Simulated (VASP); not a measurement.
# Ga under changes of volume

One of the cells (17.174 Å³/atom); the others are scaled copies at fixed shape and fractional positions:

```
CELL_PARAMETERS angstrom
-1.36177 1.36177 2.31529
1.36177 -1.36177 2.31529
1.36177 1.36177 -2.31529
ATOMIC_POSITIONS crystal
Ga 0.00000 0.00000 0.00000
```

This isn't the form of Ga at room conditions, which is orthorhombic.

| Item | Value |
| --- | --- |
| Program | VASP 6.6.1 |
| Functional | LDA |
| Potentials or basis | VASP PAW LDA potentials, release 64 (Ga_d) |
| Cutoff | 520 eV |
| k mesh | 12 × 12 × 12 |
| Occupations | fermi-dirac, width 0.05 eV |
| Spin | no spin polarisation |

```tsv
volume (Å³/atom)	energy over the lowest point (meV/atom)	pressure (GPa)
16.487	6.67	3.2
16.831	1.68	1.6
17.174	0.00	0.1
17.517	1.28	-1.2
17.861	?	?
```

Task: What does the run at 17.861 Å³/atom give?

Result: Energy over the lowest point 5.19 meV/atom; pressure -2.3 GPa.

Worked out: A Birch-Murnaghan fit of order 2 (a polynomial in V^(-2/3)) to the other rows has its minimum at 17.19 Å³/atom with B0 = V·E''(V) = 69 GPa at fixed shape and positions, which overstates the stiffness. It gives 5.27 meV/atom at 17.861 Å³/atom, against the run's 5.19, and -dE/dV = -2.4 GPa, against -2.3.

Energies are extrapolated to zero smearing.
